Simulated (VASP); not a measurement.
Input of a VASP 6.6.1 run:

The input INCAR:

```
PREC = Accurate
ENCUT = 520
EDIFF = 1E-7
ISMEAR = -1
SIGMA = 0.05
LREAL = F
LASPH = T
NELM = 80
ALGO = Normal
ISIF = 2
LWAVE = F
LCHARG = T
GGA = PE
LELF = T
LVHAR = T
NBANDS = 16
```

KPOINTS

```
regular mesh
0
Gamma
  8 8 8
```

POSCAR

```
InAs
1.0
    0.0000000000      3.0180000000      3.0180000000
    3.0180000000      0.0000000000      3.0180000000
    3.0180000000      3.0180000000      0.0000000000
In As
1 1
Direct
    0.0000000000      0.0000000000      0.0000000000
    0.7500000000      0.7500000000      0.7500000000
```

Potentials or basis: VASP PAW PBE potentials, release 64 (In_d, As).

The run is started by

```bash
$ cat potpaw_PBE.64/In_d/POTCAR potpaw_PBE.64/As/POTCAR > POTCAR
$ mpirun -np 1 vasp_std > vasp.out
```

Q: Predict the band gap on the k mesh.

A: None (metal or under the smearing width).

Q: Predict the pressure.

A: 4.4 GPa.

Caveat: this crystal is a semiconductor, whose small gap the functional closes, so the metal is an error of the method.

**The experiment to reproduce.**

A printed reference work, data compilation reports, for a bulk crystal of InAs at 4.2 K: band gap 0.418 eV (direct).

Measured gap of InAs: 0.418 eV (direct; 4.2 K; a printed reference work, data compilation). This calculation gives 0.00 eV (-0.42 eV). Spin-orbit coupling on As, In is left out. The value is that of PBE on a finite k mesh, which can miss the band edges, without temperature or zero-point motion. Semilocal functionals fall short of measured gaps as a rule.
